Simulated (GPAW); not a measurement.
# SnO2 (I4_1/amd) in GPAW: band structure with LDA

Aim: the band structure of SnO2 with LDA.

Everything below comes from runs of GPAW 26.7.0. Logs are shortened: lines on timing, memory, paths and dates and some standing lists are left out, and cuts for length are marked. The log counts tension as positive stress, the text compression.

## Step 1: Starting point

It takes space group I4_1/amd (No. 141, tetragonal). Conventional cell: a = 4.000 Å, b = 4.000 Å, c = 10.247 Å, α = 90.00°, β = 90.00°, γ = 90.00°. Sn (site symmetry -4m2) is surrounded by 6 O at 2.06 to 2.09 Å. Around O (site symmetry 2mm) lie 3 Sn at 2.06 to 2.09 Å.

Measurements of this composition are mostly on another form, of space group No. 136.

## Step 2: Band structure, LDA

Input file run.py:

```python
from ase import Atoms
from ase.dft.bandgap import bandgap
from ase.io import write
from ase.units import GPa
from gpaw import GPAW, PW

atoms = Atoms(['Sn', 'Sn', 'O', 'O', 'O', 'O'],
              cell=[[-2.0000686112, 2.0000686112, 5.1236788559],
                    [2.0000686112, -2.0000686112, 5.1236788559],
                    [2.0000686112, 2.0000686112, -5.1236788559]],
              scaled_positions=[[0.0, 0.0, 0.0],
                                [0.75, 0.25, 0.5],
                                [0.54652259, 0.04652259, 0.5],
                                [0.20347741, 0.20347741, 0.0],
                                [0.95347741, 0.45347741, 0.5],
                                [0.79652259, 0.79652259, 0.0]],
              pbc=True)

calc = GPAW(mode=PW(800),
            xc='LDA',
            kpts={'size': (6, 6, 6), 'gamma': True},
            occupations={'name': 'fermi-dirac', 'width': 0.05},
            nbands=43,
            convergence={'density': 1e-05, 'energy': 1e-05},
            maxiter=150,
            txt='gpaw.txt')
atoms.calc = calc
energy = atoms.get_potential_energy()
forces = atoms.get_forces()
stress = atoms.get_stress()
calc.write('gs.gpw')
write('result.traj', atoms)
print(f'Energy: {energy:.6f} eV')
print('Forces (eV/A):')
print(forces.round(4))
print('Stress (GPa):', (stress / GPa).round(3))
print('Fermi level:', round(calc.get_fermi_level(), 4), 'eV')
print(f'Gap: {bandgap(calc)[0]:.4f} eV, direct: {bandgap(calc, direct=True)[0]:.4f} eV')

path = atoms.cell.bandpath('GXYSGZS1NPY1Z,XP', npoints=60, eps=1e-4)
bs_calc = calc.fixed_density(kpts=path, symmetry='off', nbands=63,
                             convergence={'bands': 'CBM+6.0', 'eigenstates': 1e-6}, txt='bands.txt')
bs = bs_calc.band_structure()
bs.write('bs.json')
print(f'Gap on the path: {bandgap(bs_calc)[0]:.4f} eV')
```

Potentials or basis: the program's PAW data sets (release 1.2.1) made for this functional, pw.

Run with:

```bash
$ OMP_NUM_THREADS=1 python run.py
```

gpaw.txt:

```text
__  _  _
 | _ |_)|_||  |
 |__||  | ||/\| - 26.7.0

Input parameters:
  mode=PW(ecut=800.0),
  convergence={'density': 1e-05, 'energy': 1e-05},
  kpts=MonkhorstPack(size=(6, 6, 6), gamma=True),
  maxiter=150,
  nbands=43,
  occupations=Occupations(name='fermi-dirac', width=0.05),
  xc=XC(name='LDA')

Diagonalizing LCAO Hamiltonian
Converting LCAO to pw mode

       O

         O

         Sn

       O O

       Sn

Atoms  # Å, Bohr magnetons
|   | symbol |         x |         y |        z |    initial magnetic moments |
|---|--------|-----------|-----------|----------|-----------------------------|
| 0 |     Sn |  0.000000 |  0.000000 | 0.000000 | ( 0.0000,  0.0000,  0.0000) |
| 1 |     Sn | -0.000000 |  2.000069 | 2.561839 | ( 0.0000,  0.0000,  0.0000) |
| 2 |      O |  0.000000 |  2.000069 | 0.476734 | ( 0.0000,  0.0000,  0.0000) |
| 3 |      O | -0.000000 |  0.000000 | 2.085106 | ( 0.0000,  0.0000,  0.0000) |
| 4 |      O |  0.000000 |  2.000069 | 4.646945 | ( 0.0000,  0.0000,  0.0000) |
| 5 |      O |  0.000000 | -0.000000 | 8.162252 | ( 0.0000,  0.0000,  0.0000) |

Unit cell  # Å
| periodic |         x |         y |         z |  lengths |     angles |
|----------|-----------|-----------|-----------|----------|------------|
|      yes | -2.000069 |  2.000069 |  5.123679 | 5.852575 | 140.033960 |
|      yes |  2.000069 | -2.000069 |  5.123679 | 5.852575 | 140.033960 |
|      yes |  2.000069 |  2.000069 | -5.123679 | 5.852575 |  57.801739 |

Number of symmetries: 8
Symmetry operations  # r_c * U_cc + t_c -> r_c
|   | kind |            matrix            |
|---|------|------------------------------|
| 0 |  σ   |  1, 1, 1,  0, 0,-1,  0,-1, 0 |
| 1 |  E   |  1, 0, 0,  0, 1, 0,  0, 0, 1 |
| 2 |  C2  |  0, 1, 0,  1, 0, 0, -1,-1,-1 |
| 3 |  S4  |  0, 0, 1, -1,-1,-1,  0, 1, 0 |
| 4 |  σ   |  0, 0,-1,  1, 1, 1, -1, 0, 0 |
| 5 |  C2  |  0,-1, 0, -1, 0, 0,  0, 0,-1 |
| 6 |  C2  | -1, 0, 0,  0,-1, 0,  1, 1, 1 |
| 7 |  S4  | -1,-1,-1,  0, 0, 1,  1, 0, 0 |

BZ-sampling:
  Number of BZ points: 216
  Number of IBZ points: 30

  Monkhorst-Pack size: [6, 6, 6]
  Monkhorst-Pack shift: [0.08333333333333333, 0.08333333333333333, 0.08333333333333333]

K-points  # in reciprocal-cell coordinates
|     |                                coordinates |     weight |
|-----|--------------------------------------------|------------|
|   0 | (  0.00000000,   0.00000000,   0.00000000) | 0.00462963 |
|   1 | (  0.16666667,  -0.16666667,   0.00000000) | 0.01851852 |
|   2 | (  0.16666667,  -0.16666667,   0.16666667) | 0.01851852 |
|   3 | (  0.16666667,   0.00000000,   0.00000000) | 0.03703704 |
|   4 | (  0.16666667,   0.16666667,  -0.16666667) | 0.00925926 |
|   5 | (  0.33333333,  -0.33333333,   0.00000000) | 0.01851852 |
|   6 | (  0.33333333,  -0.33333333,   0.16666667) | 0.03703704 |
|   7 | (  0.33333333,  -0.33333333,   0.33333333) | 0.01851852 |
|   8 | (  0.33333333,  -0.16666667,   0.00000000) | 0.07407407 |
|   9 | (  0.33333333,  -0.16666667,   0.16666667) | 0.03703704 |
| ... |                                            |            |
|  29 | (  0.50000000,   0.50000000,   0.50000000) | 0.00462963 |

Plane wave coefficients: 4232
Cutoff: 800.0 eV

Spin-components: 1 (collinear spins)
Bands:           43
Projectors:      32
Spin-degeneracy: 2
Datatype:        complex128

Parallelization:
  kpt:    1
  domain: 1
  band:   1

Density:
  Valence electrons: 52.0
  Components: 1
  Grid points: [40 40 40]
  Charge: 0.0  # |e|

Potential:
  Grid points: [40 40 40]

species:
  Sn:
    name:    Tin
    Z:       50.0
    valence: 14
    core:    36
    charge:  0.0  # [|e|]
    compensation charges:
      type: gauss
      rc: 0.38  # [Å]
      lmax: 2
    cutoffs:
      filter: 2.23  # [Å]
      core: 2.35  # [Å]
    projectors
    | kind |    occ | energy [eV] | rcut [Å] |
    |------|--------|-------------|----------|
    |   5s |  2.000 |     -10.799 |    1.201 |
    |   5p |  2.000 |      -3.869 |    1.270 |
    |   4d | 10.000 |     -25.910 |    1.185 |
    |    s |        |      16.413 |    1.201 |
    |    p |        |      23.342 |    1.270 |
    |    d |        |       1.302 |    1.185 |

    Using partial waves for Sn as LCAO basis

  O:
    name:    Oxygen
    Z:       8.0
    valence: 6
    core:    2
    charge:  0.0  # [|e|]
    compensation charges:
      type: gauss
      rc: 0.21  # [Å]
      lmax: 2
    cutoffs:
      filter: 1.17  # [Å]
      core: 0.83  # [Å]
    projectors
    | kind |    occ | energy [eV] | rcut [Å] |
    |------|--------|-------------|----------|
    |   2s |  2.000 |     -23.752 |    0.688 |
    |   2p |  4.000 |      -9.195 |    0.598 |
    |    s |        |       3.459 |    0.688 |
    |    p |        |      18.016 |    0.598 |
    |    d |        |       0.000 |    0.619 |

    Using partial waves for O as LCAO basis

Reference energy: -343842.805895  # eV

eigensolver:
  PPCG
  Converge bands: occupied
  niter=2

density mixing:
  MSR1-Mixer
  Pratt-step length: 0.05
  Maximum mixing coefficient: 0.75
  Old densities: 10
  SVD Regularization: 0.005
  Good broyden scale: 1.0
  Trust region scale: 1.0
  Backstep threshold: 4.0
  History deletion threshold: 6.0
  Fourier metric: weight=20.0, sigma=0.015

occupation numbers:
  Fermi-Dirac:
    width: 0.0500  # eV

poisson solver:
  ecut: 6400.0  # eV

xc functional:
  name: None

convergence criteria:
- Maximum integral of absolute [dens]ity change: 1e-05 electrons / valence electron
- Maximum [total energy] change in last 3 cyles: 1e-05 eV / valence electron
- Maximum integral of absolute [eigenst]ate change: 4e-08 eV^2 / valence electron
maximum number of iterations: 150

SCF iterations
|iter     | |      energy | eigst |  dens |
|---------|-|-------------|-------|-------|
|iter:   1| |  -49.164255 | +0.51 |       |
|iter:   2| |  -47.709239 | -1.23 | -0.88 |
|iter:   3| |  -43.486008 | -0.76 | -0.93 |
|iter:   4| |  -43.417762 | -2.81 | -1.49 |
|iter:   5| |  -43.405141 | -3.46 | -1.80 |
|iter:   6| |  -43.405012 | -4.14 | -2.83 |
|iter:   7| |  -43.404742c| -4.92 | -3.07 |
|iter:   8| |  -43.404751c| -6.20 | -3.47 |
|iter:   9| |  -43.404752c| -7.90c| -4.54 |
|iter:  10| |  -43.404752c| -8.19c| -5.07c|

Converged in 10 steps
Energy contributions relative to reference atoms: (reference = -343842.805895)

Energy contributions:
  Kinetic:          60.846559
  Coulomb:         -54.761356
  Zero:              0.072385
  External:          0.000000
  Xc:              -49.562339
  Entropy:          -0.000000
  Spinorbit:         0.000000
  ----------------------------
  Free energy:     -43.404752
  Extrapolated:    -43.404752

dipole moment: (-28.150878, -7.424883, 11.783944)  # |e|*Ang

Fermi level: 4.460
Eigenvalues  # (at kpt = [0.000, 0.000, 0.000])
| band index |      eig [eV] | occ [0-2] |
|------------|---------------|-----------|
|          0 |       -16.655 |     2.000 |
|        ... |               |           |
|         18 |         0.118 |     2.000 |
|         19 |         0.118 |     2.000 |
|         20 |         1.920 |     2.000 |
|         21 |         2.549 |     2.000 |
|         22 |         2.944 |     2.000 |
|         23 |         2.944 |     2.000 |
[... 8 lines left out ...]
|         32 |        15.042 |     0.000 |
|         33 |        15.776 |     0.000 |
|        ... |               |           |
|         42 |        22.364 |     0.000 |

Gap: 1.529 eV
Transition (v -> c):
  (s=0, k=15, n=25, [0.33, 0.33, 0.17]) -> (s=0, k=0, n=26, [0.00, 0.00, 0.00])
Direct/indirect transitions are different
Direct gap: 1.905 eV
Transition at: (s=0, k=0, n=25, [0.00, 0.00, 0.00])

Forces  # eV/Ang
|        x |        y |        z |
|----------|----------|----------|
| -0.00000 |  0.00000 | -0.00000 |  # Sn   0
|  0.00000 | -0.00000 | -0.00000 |  # Sn   1
|  0.00000 | -0.00000 |  0.23807 |  # O    2
| -0.00000 |  0.00000 | -0.23805 |  # O    3
|  0.00000 | -0.00000 | -0.23807 |  # O    4
| -0.00000 |  0.00000 |  0.23805 |  # O    5

Stress tensor  # eV/Ang^3
|        x |        y |        z |
|----------|----------|----------|
| 0.032315 | 0.000000 | 0.000000 |
| 0.000000 | 0.032315 | 0.000000 |
| 0.000000 | 0.000000 | 0.041568 |

# Writing to gs.gpw (mode='')
```

Run time: 15 min. Hardware: 1 thread of Intel Xeon at 2.50GHz (Skylake/Cascade Lake), shared host; peak memory 0.74 GiB.

Results:

* Free energy: -43.4048 eV
* Pressure: -5.7 GPa
* Largest force: 0.238 eV/Å
* Band gap on the k mesh: 1.53 eV, indirect (least direct gap 1.90 eV)
* Band gap along the path: 1.52 eV, indirect (least direct gap 1.90 eV)

Forces in eV/Å, atoms in the order of the input:
```
Sn   0.000  0.000  0.000
Sn   0.000  0.000  0.000
O    0.000  0.000  0.238
O    0.000  0.000 -0.238
O    0.000  0.000 -0.238
O    0.000  0.000  0.238
```

Levels at the corners of the path, in eV from the valence-band top:
```csv
point,band 23,band 24,band 25,band 26,band 27,band 28,band 29,band 30
Γ,-0.68,-0.68,-0.39,-0.39,1.52,5.38,9.02,9.54
X,-0.83,-0.83,-0.05,-0.05,7.16,7.16,7.48,7.48
Y,-0.60,-0.60,-0.07,-0.07,6.65,6.65,7.80,7.80
S,-0.72,-0.66,-0.45,-0.45,4.75,6.01,7.43,8.30
Γ,-0.68,-0.68,-0.39,-0.39,1.52,5.38,9.02,9.54
Z,-1.02,-1.02,-0.28,-0.28,4.12,4.12,7.40,7.40
S1,-0.72,-0.66,-0.45,-0.45,4.75,6.01,7.43,8.30
N,-0.78,-0.75,-0.58,-0.40,4.83,6.02,7.73,8.44
P,-0.71,-0.71,0.00,0.00,7.09,7.09,7.82,7.82
Y1,-0.60,-0.60,-0.07,-0.07,6.65,6.65,7.80,7.80
Z,-1.02,-1.02,-0.28,-0.28,4.12,4.12,7.40,7.40
X,-0.83,-0.83,-0.05,-0.05,7.16,7.16,7.48,7.48
P,-0.71,-0.71,0.00,0.00,7.09,7.09,7.82,7.82
```

Caveat: spin-orbit coupling is left out, which moves the levels of the heavy elements; the program warned that so skewed a cell can give wrong results. LDA gaps usually lie below the measured ones, often by a third to a half.

## Step 3: The reference run

An earlier run on the cell as given: functional PBE; potentials or basis GPAW PAW data sets (gpaw-data 1.2.1); cutoff 800 eV; basis pw; k mesh 9 × 9 × 9; occupations fermi-dirac, width 0.05 eV; no spin polarisation.

* Pressure: 4.6 GPa
* Largest force: 0.010 eV/Å
* Band gap on the k mesh: 1.68 eV, indirect (least direct gap 2.06 eV)
